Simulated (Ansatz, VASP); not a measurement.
# One calculation of HfO2, two programs

Contents of POSCAR:

```
HfO2
1.0
    0.0000000000      2.5575000000      2.5575000000
    2.5575000000      0.0000000000      2.5575000000
    2.5575000000      2.5575000000      0.0000000000
Hf O
1 2
Direct
    0.0000000000      0.0000000000      0.0000000000
    0.7500000000      0.7500000000      0.7500000000
    0.2500000000      0.2500000000      0.2500000000
```

INCAR.step1

```
SYSTEM = HfO2
ALGO = Normal
EDIFF = 1E-4
ENCUT = 520
GGA = PE
GGA_COMPAT = .FALSE.
ISMEAR = -1
LASPH = .TRUE.
LCHARG = .FALSE.
LMAXMIX = 4
LREAL = .FALSE.
LSORBIT = .TRUE.
LWAVE = .TRUE.
MAGMOM = 0 0 0 0 0 0 0 0 0
NBANDS = 35
NELM = 150
PREC = Accurate
SIGMA = 0.05
```

Contents of INCAR.step2:

```
SYSTEM = HfO2
ALGO = Normal
EDIFF = 1E-6
ENCUT = 520
GGA_COMPAT = .FALSE.
ISIF = 2
ISMEAR = -1
ISTART = 1
LASPH = .TRUE.
LCHARG = .FALSE.
LMAXMIX = 4
LMIXTAU = .TRUE.
LORBIT = 11
LORBMOM = .TRUE.
LREAL = .FALSE.
LSORBIT = .TRUE.
LWAVE = .FALSE.
MAGMOM = 0 0 0 0 0 0 0 0 0
METAGGA = R2SCAN
NBANDS = 35
NELM = 150
PREC = Accurate
SIGMA = 0.05
```

Contents of KPOINTS:

```
k-points
0
G
  7 7 7
  0 0 0
```

input.yaml

```yaml
crystal:
  lattice:
    - [0.0, 2.5575, 2.5575]
    - [2.5575, 0.0, 2.5575]
    - [2.5575, 2.5575, 0.0]
  atoms:
    - { symbol: Hf, position: [0.0, 0.0, 0.0] }
    - { symbol: O, position: [0.75, 0.75, 0.75] }
    - { symbol: O, position: [0.25, 0.25, 0.25] }
hamiltonian:
  xc: r2scan
  pseudopotentials: { kind: paw_fr }
magnetization:
  noncollinear: true
  spin_orbit: true
kpoints:
  mp_grid: { grid: [7, 7, 7] }
  band_path:
    path:
      - [[0.0, 0.0, 0.0], [0.5, 0.0, 0.5], [0.5, 0.25, 0.75], [0.375, 0.375, 0.75], [0.0, 0.0, 0.0], [0.5, 0.5, 0.5], [0.625, 0.25, 0.625], [0.5, 0.25, 0.75], [0.5, 0.5, 0.5], [0.375, 0.375, 0.75]]
      - [[0.625, 0.25, 0.625], [0.5, 0.0, 0.5]]
    npoints: 14
scf:
  occupations: { method: fermi_dirac, width: 0.05 }
  n_extra_bands: 7
output:
  forces: true
  stress: true
  eigenvalues: true
  fatbands: true
```

Measurements of this composition are mostly on another form, of space group No. 14.

Alike in both runs: functional r2SCAN; k mesh 7 × 7 × 7; occupations fermi-dirac, width 0.05 eV; non-collinear spin, spin-orbit coupling.

|  | VASP | Ansatz |
| --- | --- | --- |
| version | VASP 6.6.1 | Ansatz 0.2.0 |
| potentials or method | VASP PAW PBE potentials, release 64 (Hf_pv, O) | Ansatz PAW |
| plane-wave cutoff (eV) | 520 | 500 |
| valence electrons in the cell | 22 | 38 |
| task | single point | band structure |

VASP gave:

| Quantity | Value |
| --- | --- |
| gap on the k mesh at the Fermi level (eV) | 4.38 |
| least direct gap on the mesh (eV) | 4.53 |
| pressure (GPa) | -11.9 |
| net moment per atom (μB) | 0.00 |

**Question.** What did Ansatz give for the same quantities?

**Answer.** gap on the k mesh at the Fermi level (eV): 4.40; least direct gap on the mesh (eV): 4.55; pressure (GPa): -8.7; net moment per atom (μB): 0.00.

The two sets of potentials don't hold the same shells in valence.

Caveats: the PAW data sets were made with another functional, which shifts forces and pressure a little (VASP); the k mesh misses the band edges, so the gap on the mesh is wider than the one along the path (Ansatz); the PAW data sets come from PBE, with cores solved anew for the run's functional, which leaves a small shift of forces and pressure (Ansatz).
